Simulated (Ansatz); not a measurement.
Chalcopyrite CuInS2 was calculated with rVV10 in Ansatz (plane waves, PAW).

Numerical settings: plane-wave cutoff 520 eV, 10×10×10 k mesh, Fermi–Dirac smearing 0.01 eV, no spin polarisation, scalar-relativistic PAW data made under PBE.

Cell (relaxed at this level):

```xyz
8
Lattice="-2.7991 2.7991 5.6382 2.7991 -2.7991 5.6382 2.7991 2.7991 -5.6382" Properties=species:S:1:pos:R:3 pbc="T T T"
In     0.0000     0.0000     5.6382
In     2.7991     0.0000     2.8191
Cu     0.0000     0.0000     0.0000
Cu     0.0000     2.7991     2.8191
S      1.5712     1.3995     7.0477
S      4.1986     1.2279    -1.4095
S      1.2279     1.3995     1.4095
S     -1.3995     1.5712     4.2286
```

Problem. Give the computed bulk modulus and pressure derivative B′ of the bulk modulus.

Solution. 
- bulk modulus = 65.0 GPa
- pressure derivative B′ of the bulk modulus = 4.8

The run finds no gap.

Note: the gap of the solid is closed in this run; this level leaves the solid without a gap, although one is measured; the bulk modulus comes from volumes at which shape and atoms were relaxed.

Spin–orbit coupling is not included; it can open a gap where bands touch, and shift volumes and moduli.

Static lattice: no zero-point or thermal effects.

Cost on a shared machine: around 30 core-minutes (rough).

Ansatz is a first-principles code.
